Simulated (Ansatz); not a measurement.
# BaTiO3: convergence and cost

The task, for BaTiO3: test the plane-wave cutoff.

Method: DFT r2SCAN, scalar-relativistic, plane waves, PAW, in Ansatz 0.2.0.

1 further run of the same task is left out (set aside as unsound or not needed).

## (1) The starting structure

It takes space group Amm2 (No. 38, orthorhombic). The conventional cell has a = 3.984 Å, b = 5.674 Å, c = 5.692 Å, α = 90.00°, β = 90.00°, γ = 90.00°. Around Ba (site symmetry mm2) lie 12 O at 2.80 to 2.89 Å. Around Ti (site symmetry mm2) lie 6 O at 1.95 to 2.07 Å. O (site symmetry mm2) is surrounded by 2 Ti at 1.99 Å and 4 Ba at 2.80 to 2.89 Å. O (site symmetry m) is surrounded by 2 Ti at 1.95 to 2.07 Å and 4 Ba at 2.82 to 2.84 Å.

Structure file:

```cif
data_structure
_symmetry_space_group_name_H-M 'P 1'
_symmetry_Int_Tables_number 1
_cell_length_a 3.9841
_cell_length_b 4.0184
_cell_length_c 4.0184
_cell_angle_alpha 89.824
_cell_angle_beta 90.000
_cell_angle_gamma 90.000
_cell_volume 64.33
loop_
_atom_site_label
_atom_site_type_symbol
_atom_site_fract_x
_atom_site_fract_y
_atom_site_fract_z
_atom_site_occupancy
Ba1 Ba 0.00000 0.00000 0.00000 1
Ti1 Ti 0.50000 0.50790 0.50790 1
O1 O 0.00000 0.49210 0.49210 1
O2 O 0.50000 0.50251 0.99371 1
O3 O 0.50000 0.99371 0.50251 1
```

Source of the structure: the Crystallography Open Database. It is taken as it stands there.

## (2) The base input

File input.yaml:

```yaml
crystal:
  lattice:
    - [3.9841, 0.0, 0.0]
    - [0.0, 2.83705, 2.8458]
    - [0.0, -2.83705, 2.8458]
  atoms:
    - { symbol: Ba, position: [0.0, 0.0, 0.0] }
    - { symbol: Ti, position: [0.5, 0.5079, 0.5079] }
    - { symbol: O, position: [0.0, 0.4921, 0.4921] }
    - { symbol: O, position: [0.5, 0.50251, 0.99371] }
    - { symbol: O, position: [0.5, 0.99371, 0.50251] }
basis:
  ecutwfc: 500
kpoints:
  mp_grid: { grid: [8, 8, 8] }
hamiltonian:
  xc: r2scan
scf:
  occupations: { method: gaussian, width: 0.02 }
output:
  forces: true
  stress: true
  eigenvalues: true
  populations: true
```

Its results, from an earlier run: -2036.7590 eV/atom at zero smearing, pressure -1.31 GPa, largest force 0.221 eV/Å, gap on the mesh 2.20 eV, in 8 SCF cycles and 78 s.

## (3) Plane-wave cutoff: 150 eV

File input.yaml:

```yaml
crystal:
  lattice:
    - [3.9841, 0.0, 0.0]
    - [0.0, 2.83705, 2.8458]
    - [0.0, -2.83705, 2.8458]
  atoms:
    - { symbol: Ba, position: [0.0, 0.0, 0.0] }
    - { symbol: Ti, position: [0.5, 0.5079, 0.5079] }
    - { symbol: O, position: [0.0, 0.4921, 0.4921] }
    - { symbol: O, position: [0.5, 0.50251, 0.99371] }
    - { symbol: O, position: [0.5, 0.99371, 0.50251] }
basis:
  ecutwfc: 150
kpoints:
  mp_grid: { grid: [8, 8, 8] }
hamiltonian:
  xc: r2scan
scf:
  occupations: { method: gaussian, width: 0.02 }
output:
  forces: true
  stress: true
  eigenvalues: true
```

Started as:

```console
$ ansatz run input.yaml --threads 1 --pin off --max-ram 2560MiB --backend cpu --events-out ev --progress --plain --runs-dir out
```

## (4) Plane-wave cutoff set to 200 eV

Edit input.yaml of step 3 so:

```diff
@@ -12,3 +12,3 @@
 basis:
-  ecutwfc: 150
+  ecutwfc: 200
 kpoints:
```

## (5) Plane-wave cutoff: 250 eV

Edit input.yaml of step 4 so:

```diff
@@ -12,3 +12,3 @@
 basis:
-  ecutwfc: 200
+  ecutwfc: 250
 kpoints:
```

## (6) Plane-wave cutoff: 300 eV

Edit input.yaml of step 5 so:

```diff
@@ -12,3 +12,3 @@
 basis:
-  ecutwfc: 250
+  ecutwfc: 300
 kpoints:
```

## (7) Plane-wave cutoff: 350 eV

Edit input.yaml of step 6 so:

```diff
@@ -12,3 +12,3 @@
 basis:
-  ecutwfc: 300
+  ecutwfc: 350
 kpoints:
```

## (8) Plane-wave cutoff: 380 eV

Edit input.yaml of step 7 so:

```diff
@@ -12,3 +12,3 @@
 basis:
-  ecutwfc: 350
+  ecutwfc: 380
 kpoints:
```

## (9) Plane-wave cutoff: 460 eV

Edit input.yaml of step 8 so:

```diff
@@ -12,3 +12,3 @@
 basis:
-  ecutwfc: 380
+  ecutwfc: 460
 kpoints:
```

## (10) Plane-wave cutoff: 520 eV

Edit input.yaml of step 9 so:

```diff
@@ -12,3 +12,3 @@
 basis:
-  ecutwfc: 460
+  ecutwfc: 520
 kpoints:
```

## (11) Plane-wave cutoff set to 600 eV

Edit input.yaml of step 10 so:

```diff
@@ -12,3 +12,3 @@
 basis:
-  ecutwfc: 520
+  ecutwfc: 600
 kpoints:
```

## (12) Plane-wave cutoff set to 700 eV

Edit input.yaml of step 11 so:

```diff
@@ -12,3 +12,3 @@
 basis:
-  ecutwfc: 600
+  ecutwfc: 700
 kpoints:
```

## (13) Plane-wave cutoff: 850 eV

Edit input.yaml of step 12 so:

```diff
@@ -12,3 +12,3 @@
 basis:
-  ecutwfc: 700
+  ecutwfc: 850
 kpoints:
@@ -23 +23,5 @@
   eigenvalues: true
+  write_density: true
+  write_potential: true
+  elf: true
+  volumetric_format: npy
```

(Steps that only read results are left out.)

Q: Predict the outcome of the series: the values and the trend.

As calculated:

```
                                                  quantity                        value
plane-wave cutoff: within 10 and 1 meV/atom of 850 eV from  460 eV for 10; 700 eV for 1
```

In words: For the plane-wave cutoff, the energy stays within 1 meV/atom of the reference from 700 eV on, at about 0.73 of the reference's time. The reference is only the best run made, not a proven limit. Total energies converge more slowly with the cutoff than differences between like structures do. The pressure is off by up to 36.7 GPa. Forces stay within 0.01 eV/Å of the reference from 350 eV on. In some runs cutoff or mesh lie under the advised values, so their numbers carry a basis error.
